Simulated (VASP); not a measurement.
# BP (F-43m) in VASP: a series of runs, part 2 of 2

VASP 6.6.1. The steps go on from the part before.

### 5 Relaxation of cell and atoms, PBEsol

This run uses another cell than the first one, of 11.55 Å³/atom, 0.989 times its volume.

INCAR

```
SYSTEM = BP
PREC     = Accurate       ! precision mode
ENCUT    = 600            ! plane-wave cutoff, eV
EDIFF    = 1E-7           ! SCF threshold, eV
ISMEAR   = 0              ! smearing method
SIGMA    = 0.03           ! smearing width, eV
LREAL    = .False.        ! projectors in reciprocal space
LASPH    = .True.         ! aspherical terms in the spheres
NELM     = 80             ! most SCF steps
ALGO     = Normal         ! electronic algorithm
ISIF     = 3              ! what is computed and relaxed
LWAVE    = .False.        ! write WAVECAR
LCHARG   = .False.        ! write CHGCAR
GGA      = PS             ! functional
IBRION   = 2              ! ionic algorithm
NSW      = 90             ! ionic steps
EDIFFG   = -0.005         ! ionic threshold
```

KPOINTS

```
Automatic mesh
0
Gamma
  10 10 10
  0 0 0
```

POSCAR

```
BP                                      
1.0
   -0.0000000000      2.2605516541      2.2605516541
    2.2605516541      0.0000000000      2.2605516541
    2.2605516541      2.2605516541     -0.0000000000
  B               P             
     1     1
Direct
     0.0000000000000000    0.0000000000000000    0.0000000000000000
     0.2500000000000000    0.2500000000000000    0.2500000000000000
```

Potentials or basis: VASP PAW PBE potentials, release 64 (B, P).

Launch:

```bash
> cat potpaw_PBE.64/B/POTCAR potpaw_PBE.64/P/POTCAR > POTCAR
> mpirun -np 1 vasp_std > vasp.out
```

OUTCAR:

```text
SYSTEM = BP
   PREC = Accurate
   ENCUT = 600
   EDIFF = 1E-7
   ISMEAR = 0
   LREAL = .False.
   LASPH = .True.
   NELM = 80
   ISIF = 3
   GGA = PS
   IBRION = 2
   NSW = 90
   EDIFFG = -0.005

 ion  position               nearest neighbor table
   1  0.000  0.000  0.000-   2 1.96   2 1.96   2 1.96   2 1.96
   2  0.250  0.250  0.250-   1 1.96   1 1.96   1 1.96   1 1.96

  LATTYP: Found a face centered cubic cell.
 ALAT       =     4.5211033082

  Lattice vectors:

 A1 = (   0.0000000000,   2.2605516541,   2.2605516541)
 A2 = (   2.2605516541,   0.0000000000,   2.2605516541)
 A3 = (   2.2605516541,   2.2605516541,   0.0000000000)

Analysis of symmetry for initial positions (statically):
=====================================================================
 Subroutine PRICEL returns:
 Original cell was already a primitive cell.

 Routine SETGRP: Setting up the symmetry group for a
 face centered cubic supercell.

 Subroutine GETGRP returns: Found 24 space group operations
 (whereof 24 operations were pure point group operations)
 out of a pool of 48 trial point group operations.

[... 171 lines left out ...]

 k-point     1 :       0.0000    0.0000    0.0000
  band No.  band energies     occupation
      1      -8.0601      2.00000
      2       7.5378      2.00000
      3       7.5378      2.00000
      4       7.5378      2.00000
      5      10.9113      0.00000
      6      10.9113      0.00000
      7      10.9113      0.00000
      8      15.0509      0.00000
[... 243 lines left out ...]
 k-point    24 :       0.4000    0.3000    0.0000
  band No.  band energies     occupation
      1      -5.0798      2.00000
      2       1.3491      2.00000
      3       3.4067      2.00000
      4       3.9589      2.00000
      5       9.2412      0.00000
      6      11.0314      0.00000
      7      17.0650      0.00000
      8      17.0687      0.00000

 [... further k-points ...]

------------------------ aborting loop because EDIFF is reached ----------------------------------------

  FORCE on cell =-STRESS in cart. coord.  units (eV):
  Direction    XX          YY          ZZ          XY          YZ          ZX
  --------------------------------------------------------------------------------------
  -------------------------------------------------------------------------------------
  Total        0.0001758      0.0001758      0.0001758     -0.0000000      0.0000000      0.0000000
  in kB        0.0121920      0.0121920      0.0121920     -0.0000000      0.0000000      0.0000000
  external PRESSURE =       0.0121920 kB  Pullay stress =       0.0000000 kB

 VOLUME and BASIS-vectors are now :
 -----------------------------------------------------------------------------
  energy-cutoff  :      600.00
  volume of cell :       23.10
      direct lattice vectors                 reciprocal lattice vectors
     0.000000000  2.260551654  2.260551654    -0.221184948  0.221184948  0.221184948
     2.260551654  0.000000000  2.260551654     0.221184948 -0.221184948  0.221184948
     2.260551654  2.260551654  0.000000000     0.221184948  0.221184948 -0.221184948

 POSITION                                       TOTAL-FORCE (eV/Angst)
 -----------------------------------------------------------------------------------
      0.00000      0.00000      0.00000        -0.000000      0.000000      0.000000
      1.13028      1.13028      1.13028         0.000000     -0.000000     -0.000000
 -----------------------------------------------------------------------------------
    total drift:                               -0.000000     -0.000000      0.000000

  FREE ENERGIE OF THE ION-ELECTRON SYSTEM (eV)
  ---------------------------------------------------
  free  energy   TOTEN  =       -13.6752650567 eV

  energy  without entropy=      -13.6752650567  energy(sigma->0) =      -13.67526506

 reached required accuracy - stopping structural energy minimisation
```

Run time: 15 s. Hardware: 1 thread of Intel Xeon Platinum 8375C at 2.90GHz (Ice Lake), shared host; peak memory 0.15 GiB.

What came out:

```yaml
Free_energy: -13.6753 eV
Pressure_after_relaxing: 0.0 GPa
Band_gap_on_the_k_mesh: 1.12 eV, indirect (least direct gap 3.37 eV)
```

Final structure:
```
CELL_PARAMETERS angstrom
0.00000 2.26055 2.26055
2.26055 0.00000 2.26055
2.26055 2.26055 0.00000
ATOMIC_POSITIONS crystal
B 0.00000 0.00000 0.00000
P 0.25000 0.25000 0.25000
```

Caveat: the relaxation stopped at its first step, so nothing moved; the PAW data sets were made with another functional, which shifts forces and pressure a little.

### 6 Relaxation of cell and atoms, PBEsol

INCAR

```
SYSTEM = BP
PREC = Accurate
ENCUT = 600
EDIFF = 1E-6
ISMEAR = 0
SIGMA = 0.03
LREAL = .False.
LASPH = .True.
NELM = 80
ALGO = Normal
ISIF = 3
LWAVE = .False.
LCHARG = .False.
GGA = PS
IBRION = 2
NSW = 90
EDIFFG = -0.01
```

KPOINTS

```
regular mesh
0
Gamma
  10 10 10
  0 0 0
```

POSCAR

```
BP
1.0
    0.0000000000      2.2690000000      2.2690000000
    2.2690000000      0.0000000000      2.2690000000
    2.2690000000      2.2690000000      0.0000000000
B P
1 1
Direct
    0.0000000000      0.0000000000      0.0000000000
    0.2500000000      0.2500000000      0.2500000000
```

Potentials or basis: VASP PAW PBE potentials, release 64 (B, P).

Launch:

```bash
> cat potpaw_PBE.64/B/POTCAR potpaw_PBE.64/P/POTCAR > POTCAR
> mpirun -np 1 vasp_std > vasp.out
```

Run time: 15 s. Hardware: 1 thread of Intel Xeon Platinum 8559C (Emerald Rapids), shared host; peak memory 0.15 GiB.

Results (log left out):

```
Free energy                            : -13.6754 eV
Relaxed volume                         : 11.55 Å³/atom
Relaxed cell                           : a = 3.197 Å, b = 3.197 Å, c = 3.197 Å, α = 60.00°, β = 60.00°, γ = 60.00°
Space group after relaxing (to 0.05 Å) : F-43m (No. 216)
Energy gained by relaxing              : 0.8 meV/atom
Ionic steps                            : 3
Pressure after relaxing                : 0.0 GPa
Band gap on the k mesh                 : 1.12 eV, indirect (least direct gap 3.37 eV)
```

Step by step:
| step | energy change (eV) | largest force (eV/Å) | pressure (GPa) | volume (Å³) |
| --- | --- | --- | --- | --- |
| 1 | 0.0000 | 0.0000 | -1.85 | 23.36 |
| 2 | -0.0006 | 0.0000 | 1.45 | 22.91 |
| 3 | -0.0015 | 0.0000 | 0.00 | 23.10 |

Final structure:
```cif
data_structure
_symmetry_space_group_name_H-M 'P 1'
_symmetry_Int_Tables_number 1
_cell_length_a 3.1969
_cell_length_b 3.1969
_cell_length_c 3.1969
_cell_angle_alpha 60.000
_cell_angle_beta 60.000
_cell_angle_gamma 60.000
_cell_volume 23.10
loop_
_atom_site_label
_atom_site_type_symbol
_atom_site_fract_x
_atom_site_fract_y
_atom_site_fract_z
_atom_site_occupancy
B1 B 0.00000 0.00000 0.00000 1
P1 P 0.25000 0.25000 0.25000 1
```

Levels at points of the mesh, in eV from the valence-band top:
```csv
k point,band 2,band 3,band 4,band 5,band 6,band 7
"(0.00, 0.00, 0.00)",0.00,0.00,0.00,3.37,3.37,3.37
"(0.50, 0.00, 0.00)",-9.18,-1.78,-1.78,3.80,4.66,4.66
"(0.50, 0.50, 0.00)",-8.66,-4.19,-4.19,1.20,1.51,12.20
```

Caveat: the PAW data sets were made with another functional, which shifts forces and pressure a little. A k mesh can miss the band edges.
